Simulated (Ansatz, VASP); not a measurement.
# One calculation of Ni, two programs

Contents of INCAR:

```
ALGO = Normal
EDIFF = 1E-6
ENCUT = 520
GGA = PE
ISIF = 2
ISMEAR = -1
LASPH = True
LCHARG = False
LREAL = False
LWAVE = False
NBANDS = 11
NELM = 100
PREC = Accurate
SIGMA = 0.1
```

The input KPOINTS:

```
k-points
0
Gamma
  25 25 25
```

POSCAR

```
Ni
1.0
    0.0000000000      1.7090784659      1.7090784659
    1.7090784659      0.0000000000      1.7090784659
    1.7090784659      1.7090784659      0.0000000000
Ni
1
Direct
    0.0000000000      0.0000000000      0.0000000000
```

Input for Ansatz:

```yaml
crystal:
  lattice:
    - [0.0, 1.7090784659, 1.7090784659]
    - [1.7090784659, 0.0, 1.7090784659]
    - [1.7090784659, 1.7090784659, 0.0]
  atoms:
    - { symbol: Ni, position: [0.0, 0.0, 0.0] }
hamiltonian:
  xc: pbe
  pseudopotentials:
    kind: paw
    azcp:
      Ni: "pseudopotentials/Ni.paw.azcp"
basis:
  ecutwfc: 420
  fft_grid_basis: typed
kpoints:
  mp_grid: { grid: [25, 25, 25], shift: [0, 0, 0] }
magnetization:
  spin_polarized: false
scf:
  occupations: { method: fermi_dirac, width: 0.1 }
output:
  stress: true
```

Alike in both runs: task single point; functional PBE; k mesh 25 × 25 × 25; occupations fermi-dirac, width 0.1 eV; no spin polarisation.

|  | VASP | Ansatz |
| --- | --- | --- |
| version | VASP 6.6.1 | Ansatz 0.2.0 |
| potentials or method | VASP PAW PBE potentials, release 64 (Ni) | plane waves (420 eV) with PAW, scalar-relativistic |
| plane-wave cutoff (eV) | 520 | 420 |
| valence electrons in the cell | 10 | 18 |

|  | VASP | Ansatz | Ansatz less VASP |
| --- | --- | --- | --- |
| pressure (GPa) | 20.3 | 20.6 | +0.31 |

The two sets of potentials don't hold the same shells in valence.

Caveats: so large a pressure means that the cell lies far from this level's equilibrium, or that cutoff or potentials fall short (VASP); the run has no spin polarisation, though such a crystal can be magnetic. Spin polarisation is off, so any magnetic state and its effect on volume and gap are missing.
